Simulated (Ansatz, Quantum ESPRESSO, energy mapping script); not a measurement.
# MnHO2 monolayer: J from the energies of magnetic orders, part 2 of 2

Wanted: the magnetic order of MnHO2 monolayer, its couplings and an estimate of its ordering temperature, by PBE+U (4 eV), QE, GBRV.

PBE with U = 4 eV on Mn d, ortho-atomic projectors; plane waves, U on orthogonalised atomic orbitals unless named otherwise, collinear spin, no spin–orbit coupling.

So far. Step 5 (Order 3: parallel, cell B of 8 atoms): The run ends ferromagnetic. For each magnetic atom its energy differs from the parallel run of the first cell by 0.05 meV, an error that one common reference would have brought in. Step 6 (Run 4 (compensated +−; cell B, 8 atoms)): The run ends antiferromagnetic, 6.88 meV a magnetic atom below the parallel order of its cell, a difference that unlike orbital or electronic states can set, not exchange alone.

### 7. Run 5 (parallel; cell C, 12 atoms)

Level of this step: PBE with U = 4 eV on Mn d, ortho-atomic projectors, GBRV potentials (Quantum ESPRESSO).

The parallel order again, as the reference for this cell.

The input, pw.in:

```
&control
  calculation = 'scf'
  prefix = 'pw'
  outdir = './tmp/'
  pseudo_dir = './pseudo/'
  verbosity = 'low'
/
&system
  ibrav = 0
  nat = 12
  ntyp = 3
  ecutwfc = 45
  ecutrho = 360
  nbnd = 66
  occupations = 'smearing'
  smearing = 'fd'
  degauss = 0.00367493
  nspin = 2
  starting_magnetization(1) = 0.3000
/
&electrons
  conv_thr = 3.0e-08
  electron_maxstep = 120
  mixing_beta = 0.3
  mixing_mode = 'plain'
/
ATOMIC_SPECIES
  Mn 54.9380 Mn.upf
  O 15.9990 O.upf
  H 1.0080 H.upf
CELL_PARAMETERS angstrom
  3.17684992 0.00000006 0.00000000
  -3.93847176 7.71751512 0.00000000
  0.00000000 0.00000000 18.05458500
ATOMIC_POSITIONS crystal
  Mn 0.05368300 0.00894700 0.53187600
  Mn 0.05368300 0.34228033 0.53187600
  Mn 0.05368300 0.67561367 0.53187600
  O 0.77962400 0.12993717 0.47256800
  O 0.77962400 0.46327050 0.47256800
  O 0.77962400 0.79660383 0.47256800
  O 0.33648300 0.22274700 0.58459300
  O 0.33648300 0.55608033 0.58459300
  O 0.33648300 0.88941367 0.58459300
  H 0.80609800 0.13434950 0.41540700
  H 0.80609800 0.46768283 0.41540700
  H 0.80609800 0.80101617 0.41540700
K_POINTS automatic
  7 3 1 0 0 0
HUBBARD {ortho-atomic}
U Mn-3d 4
```

Command:

```console
$ OMP_NUM_THREADS=1 mpirun -n 4 pw.x -nk 4 -in pw.in > pw.out
```

The log of the run:

```text
     [... lines left out ...]
Program PWSCF v.7.5 starts
     [... lines left out ...]
     number of atoms/cell      =           12
     [... lines left out ...]
     number of electrons       =        84.00
     number of Kohn-Sham states=           66
     kinetic-energy cutoff     =      45.0000  Ry
     charge density cutoff     =     360.0000  Ry
     scf convergence threshold =      3.0E-08
[...]
Tr[ns(  3)] (up, down, total) =   4.51448  0.56647  5.08096
     [... lines left out ...]
     the Fermi energy is    -0.8894 ev
!    total energy              =    -830.71121139 Ry
     estimated scf accuracy    <       0.00000001 Ry
     smearing contrib. (-TS)   =      -0.00021674 Ry
     [... lines left out ...]
     total magnetization       =    12.00 Bohr mag/cell
     absolute magnetization    =    12.83 Bohr mag/cell
     convergence has been achieved in  15 iterations
```

The job ended after 2.9 min (4 MPI ranks of Arm Neoverse V2, shared host; peak memory 2.6 GiB).

The run ends ferromagnetic. For each magnetic atom its energy differs from the parallel run of the first cell by 0.03 meV, an error that one common reference would have brought in.

### 8. Uncompensated ++− start in cell C (12 atoms)

This order reverses 1.33 of the 2 neighbours at 2.89 Å, 1.33 of the 4 neighbours at 3.18 Å and 2.67 of the 4 neighbours at 5.17 Å, counted for an average magnetic atom.

Changes to pw.in since step 7:

```diff
@@ -10,6 +10,6 @@
   nat = 12
-  ntyp = 3
+  ntyp = 4
   ecutwfc = 45
   ecutrho = 360
-  nbnd = 66
+  nbnd = 61
   occupations = 'smearing'
@@ -19,2 +19,3 @@
   starting_magnetization(1) = 0.3000
+  starting_magnetization(2) = -0.3000
 /
@@ -27,3 +28,4 @@
 ATOMIC_SPECIES
-  Mn 54.9380 Mn.upf
+  Mn1 54.9380 Mn.upf
+  Mn2 54.9380 Mn.upf
   O 15.9990 O.upf
@@ -35,5 +37,5 @@
 ATOMIC_POSITIONS crystal
-  Mn 0.05368300 0.00894700 0.53187600
-  Mn 0.05368300 0.34228033 0.53187600
-  Mn 0.05368300 0.67561367 0.53187600
+  Mn1 0.05368300 0.00894700 0.53187600
+  Mn1 0.05368300 0.34228033 0.53187600
+  Mn2 0.05368300 0.67561367 0.53187600
   O 0.77962400 0.12993717 0.47256800
@@ -50,2 +52,3 @@
 HUBBARD {ortho-atomic}
-U Mn-3d 4
+U Mn1-3d 4
+U Mn2-3d 4
```

The log of the run:

```text
     [... lines left out ...]
Program PWSCF v.7.5 starts
     [... lines left out ...]
     number of atoms/cell      =           12
     [... lines left out ...]
     number of electrons       =        84.00
     number of Kohn-Sham states=           61
     kinetic-energy cutoff     =      45.0000  Ry
     charge density cutoff     =     360.0000  Ry
     scf convergence threshold =      3.0E-08
[...]
Tr[ns(  3)] (up, down, total) =   0.60524  4.48747  5.09271
     [... lines left out ...]
     the Fermi energy is    -1.0342 ev
!    total energy              =    -830.71115338 Ry
     estimated scf accuracy    <       0.00000002 Ry
     smearing contrib. (-TS)   =      -0.00004243 Ry
     [... lines left out ...]
     total magnetization       =     4.00 Bohr mag/cell
     absolute magnetization    =    12.62 Bohr mag/cell
     convergence has been achieved in  15 iterations
```

Run time: 2.8 min. Hardware: 4 MPI ranks; peak memory 2.6 GiB; 11 min of CPU time.

The run ends ferrimagnetic, 0.13 meV a magnetic atom below the parallel order of its cell, a difference that unlike orbital or electronic states can set, not exchange alone.

### 9. Parallel start in cell D (12 atoms)

A new cell needs its own zero of energy.

This run holds the same structure in another cell (a 3.177 → 9.531 Å, b 8.664 → 2.888 Å).

The input, pw.in:

```
&control
  calculation = 'scf'
  prefix = 'pw'
  outdir = './tmp/'
  pseudo_dir = './pseudo/'
  verbosity = 'low'
/
&system
  ibrav = 0
  nat = 12
  ntyp = 3
  ecutwfc = 45
  ecutrho = 360
  nbnd = 66
  occupations = 'smearing'
  smearing = 'fd'
  degauss = 0.00367493
  nspin = 2
  starting_magnetization(1) = 0.3000
/
&electrons
  conv_thr = 3.0e-08
  electron_maxstep = 120
  mixing_beta = 0.3
  mixing_mode = 'plain'
/
ATOMIC_SPECIES
  Mn 54.9380 Mn.upf
  O 15.9990 O.upf
  H 1.0080 H.upf
CELL_PARAMETERS angstrom
  9.53054976 0.00000017 0.00000000
  -1.31282392 2.57250504 0.00000000
  0.00000000 0.00000000 18.05458500
ATOMIC_POSITIONS crystal
  Mn 0.01789433 0.02684100 0.53187600
  Mn 0.35122767 0.02684100 0.53187600
  Mn 0.68456100 0.02684100 0.53187600
  O 0.25987467 0.38981150 0.47256800
  O 0.59320800 0.38981150 0.47256800
  O 0.92654133 0.38981150 0.47256800
  O 0.11216100 0.66824100 0.58459300
  O 0.44549433 0.66824100 0.58459300
  O 0.77882767 0.66824100 0.58459300
  H 0.26869933 0.40304850 0.41540700
  H 0.60203267 0.40304850 0.41540700
  H 0.93536600 0.40304850 0.41540700
K_POINTS automatic
  3 9 1 0 0 0
HUBBARD {ortho-atomic}
U Mn-3d 4
```

The log of the run:

```text
     [... lines left out ...]
Program PWSCF v.7.5 starts
     [... lines left out ...]
     number of atoms/cell      =           12
     [... lines left out ...]
     number of electrons       =        84.00
     number of Kohn-Sham states=           66
     kinetic-energy cutoff     =      45.0000  Ry
     charge density cutoff     =     360.0000  Ry
     scf convergence threshold =      3.0E-08
[...]
Tr[ns(  3)] (up, down, total) =   4.51462  0.56645  5.08107
     [... lines left out ...]
     the Fermi energy is    -0.8843 ev
!    total energy              =    -830.71118116 Ry
     estimated scf accuracy    <          9.7E-09 Ry
     smearing contrib. (-TS)   =      -0.00019878 Ry
     [... lines left out ...]
     total magnetization       =    12.00 Bohr mag/cell
     absolute magnetization    =    12.83 Bohr mag/cell
     convergence has been achieved in  15 iterations
```

Elapsed: 3.5 min, on 4 MPI ranks; peak memory 2.6 GiB.

The run ends ferromagnetic. For each magnetic atom its energy differs from the parallel run of the first cell by 0.12 meV, an error that one common reference would have brought in.

### 10. Uncompensated ++− start in cell D (12 atoms)

This order reverses 0 of the 2 neighbours at 2.89 Å, 2.67 of the 4 neighbours at 3.18 Å and 2.67 of the 4 neighbours at 5.17 Å, counted for an average magnetic atom.

Changes to pw.in since step 9:

```diff
@@ -10,6 +10,6 @@
   nat = 12
-  ntyp = 3
+  ntyp = 4
   ecutwfc = 45
   ecutrho = 360
-  nbnd = 66
+  nbnd = 61
   occupations = 'smearing'
@@ -19,2 +19,3 @@
   starting_magnetization(1) = 0.3000
+  starting_magnetization(2) = -0.3000
 /
@@ -27,3 +28,4 @@
 ATOMIC_SPECIES
-  Mn 54.9380 Mn.upf
+  Mn1 54.9380 Mn.upf
+  Mn2 54.9380 Mn.upf
   O 15.9990 O.upf
@@ -35,5 +37,5 @@
 ATOMIC_POSITIONS crystal
-  Mn 0.01789433 0.02684100 0.53187600
-  Mn 0.35122767 0.02684100 0.53187600
-  Mn 0.68456100 0.02684100 0.53187600
+  Mn1 0.01789433 0.02684100 0.53187600
+  Mn1 0.35122767 0.02684100 0.53187600
+  Mn2 0.68456100 0.02684100 0.53187600
   O 0.25987467 0.38981150 0.47256800
@@ -50,2 +52,3 @@
 HUBBARD {ortho-atomic}
-U Mn-3d 4
+U Mn1-3d 4
+U Mn2-3d 4
```

The log of the run:

```text
     [... lines left out ...]
Program PWSCF v.7.5 starts
     [... lines left out ...]
     number of atoms/cell      =           12
     [... lines left out ...]
     number of electrons       =        84.00
     number of Kohn-Sham states=           61
     kinetic-energy cutoff     =      45.0000  Ry
     charge density cutoff     =     360.0000  Ry
     scf convergence threshold =      3.0E-08
[...]
Tr[ns(  3)] (up, down, total) =   0.59097  4.49657  5.08755
     [... lines left out ...]
     the Fermi energy is    -1.0613 ev
!    total energy              =    -830.71179797 Ry
     estimated scf accuracy    <       0.00000002 Ry
     smearing contrib. (-TS)   =      -0.00001275 Ry
     [... lines left out ...]
     total magnetization       =     4.00 Bohr mag/cell
     absolute magnetization    =    12.66 Bohr mag/cell
     convergence has been achieved in  15 iterations
```

It took 3.4 min on 4 MPI ranks; peak memory 2.6 GiB; 14 min of CPU time.

The run ends ferrimagnetic, 3.22 meV a magnetic atom below the parallel order of its cell, a difference that unlike orbital or electronic states can set, not exchange alone.

### 11. The fit

Each energy difference is a sum of couplings weighted by the pairs that the order reverses. A few near shells are fitted to the differences by least squares. Energies are those extrapolated to zero occupation width, not the free energies F.

The orders that converged (zero: parallel moments in the same cell):

| order | atoms | energy (meV a magnetic atom) | moments (μB) | moments kept as typed | opposed neighbours at 2.89, 3.18, 5.17 Å |
| --- | --- | --- | --- | --- | --- |
| parallel in cell A | 8 | 0.00 | 3.39 | yes | 0, 0, 0 |
| compensated +− in cell A | 8 | -1.33 | 3.33 | yes | 2, 2, 2 |
| parallel in cell B | 8 | 0.00 | 3.39 | yes | 0, 0, 0 |
| compensated +− in cell B | 8 | -6.88 | 3.35 | yes | 0, 4, 4 |
| parallel in cell C | 12 | 0.00 | 3.39 | yes | 0, 0, 0 |
| uncompensated ++− in cell C | 12 | -0.13 | 3.33 to 3.36 | yes | 1.33, 1.33, 2.67 |
| parallel in cell D | 12 | 0.00 | 3.39 | yes | 0, 0, 0 |
| uncompensated ++− in cell D | 12 | -3.22 | 3.35 to 3.37 | yes | 0, 2.67, 2.67 |

Fitted to E = −Σ J e·e over ordered pairs of unit vectors (J > 0 favours parallel moments):

| pair | distance (Å) | neighbours | J (meV) |
| --- | --- | --- | --- |
| Mn–Mn | 2.89 | 2 | 0.448 |
| Mn–Mn | 3.18 | 4 | -1.06 |
| Mn–Mn | 5.17 | 4 | 0.284 |

### 12. Outcome

| Quantity | Value |
| --- | --- |
| couplings | not to be trusted |

In words: The warning signs here (open shells started apart) can come from unlike orbital states, and these open shells were not started from one set of occupation matrices, so the fitted couplings are not taken as the crystal's.

1 further run of the session is left out of this account and of its counts and ranges: runs hit by known faults of a program or its files, repeats, responses too ill-conditioned to give a U, cells squeezed past sense, harmless faults, or fits whose shells could not be counted again from the structure.

[Logs and program files are shortened in this print: banners, set-up blocks, solver, clock and traceback lines can be left out without a mark of their own.]

[Logs are printed without paths, hosts, clocks, repeated set-up lines and the standing remarks that a program may print on its own settings, such as how far it seeks lower states.]

[Hosts, paths, dates, database ids (printed as entryN), source tags and the programs' standing remarks are cut or masked in the printed files.]

[Where a cell is said to come from a database of computed structures, the database is the Materials Project.]
